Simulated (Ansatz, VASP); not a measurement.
One calculation of NiO, two programs

The input INCAR:

```
PREC     = Accurate       # precision mode
ENCUT    = 600            # plane-wave cutoff, eV
EDIFF    = 1E-6           # SCF threshold, eV
ISMEAR   = -1             # smearing method
SIGMA    = 0.05           # smearing width, eV
LREAL    = False          # projectors in reciprocal space
LASPH    = True           # aspherical terms in the spheres
NELM     = 120            # most SCF steps
ALGO     = Normal         # electronic algorithm
ISIF     = 3              # what is computed and relaxed
LWAVE    = False          # write WAVECAR
LCHARG   = False          # write CHGCAR
ISPIN    = 2              # spin polarisation
MAGMOM   = 1 0            # initial moments
LORBIT   = 11             # projections on sites
LMAXMIX  = 4              # l up to which the mixer works
GGA      = PS             # functional
IVDW     = 12             # dispersion correction
IBRION   = 2              # ionic algorithm
NSW      = 60             # ionic steps
EDIFFG   = -0.01          # ionic threshold
```

Contents of KPOINTS:

```
regular mesh
0
Gamma
  11 11 11
```

The input POSCAR:

```
NiO
1.0
    0.0000000000      2.0859016414      2.0859016414
    2.0859016414      0.0000000000      2.0859016414
    2.0859016414      2.0859016414      0.0000000000
Ni O
1 1
Direct
    0.0000000000      0.0000000000      0.0000000000
    0.5000000000      0.5000000000      0.5000000000
```

input.yaml

```yaml
crystal:
  lattice:
    - [0.0, 2.0859016414, 2.0859016414]
    - [2.0859016414, 0.0, 2.0859016414]
    - [2.0859016414, 2.0859016414, 0.0]
  atoms:
    - { symbol: Ni, position: [0.0, 0.0, 0.0], spin: 1.0 }
    - { symbol: O, position: [0.5, 0.5, 0.5] }
hamiltonian:
  xc: pbesol
  pseudopotentials: { kind: paw }
  dispersion: d3bj
magnetization:
  spin_polarized: true
kpoints:
  mp_grid: { grid: [11, 11, 11] }
scf:
  occupations: { method: fermi_dirac, width: 0.05 }
output:
  forces: true
  stress: true
relax:
  f_tol: 0.01
  max_steps: 40
  cell: { stress_tol: 0.05 }
```

Alike in both runs: task relaxation of cell and atoms; functional PBEsol; dispersion D3(BJ); k mesh 11 × 11 × 11; occupations fermi-dirac, width 0.05 eV; collinear spin, ferromagnetic start.

|  | VASP | Ansatz |
| --- | --- | --- |
| version | VASP 6.6.1 | Ansatz 0.2.0 |
| potentials or method | VASP PAW PBE potentials, release 64 (Ni, O) | Ansatz PAW |
| plane-wave cutoff (eV) | 600 | 420 |
| valence electrons in the cell | 16 | 24 |

Ansatz gave:

```
net moment per atom (μB)                                      : 0.63
size of the moment on the site where the two differ most (μB) : 1.03
relaxed volume (Å³/atom)                                      : 8.65
relaxed cell length with the largest relative difference (Å)  : 2.903
energy change over the relaxation (meV/atom)                  : -14
```

Task: Which values does VASP return?

Result: net moment per atom (μB): 0.60; size of the moment on the site where the two differ most (μB): 1.01; relaxed volume (Å³/atom): 8.63; relaxed cell length with the largest relative difference (Å): 2.900; energy change over the relaxation (meV/atom): -15.

Site moments also hang on the region over which each program counts them. The two sets of potentials don't hold the same shells in valence.

Caveats: a cell with one magnetic atom can't hold antiferromagnetic order, which such compounds often take; the PAW data sets were made with another functional, which shifts forces and pressure a little (VASP); semilocal functionals often make such compounds metallic where correlation or magnetic order opens a gap, which also shifts bond lengths (VASP); pairwise dispersion overbinds metals, which lowers pressure and volume (VASP); the plane-wave basis is chosen anew once the cell has moved, so the energies of steps on either side of that aren't comparable (Ansatz); the pressure holds a Pulay correction of +0.8 GPa for the finite cutoff (Ansatz); the PAW data sets come from PBE, with cores solved anew for the run's functional, which leaves a small shift of forces and pressure (Ansatz). With open d or f shells a metallic result of PBEsol can be an artefact of self-interaction; +U or a hybrid may open a gap.
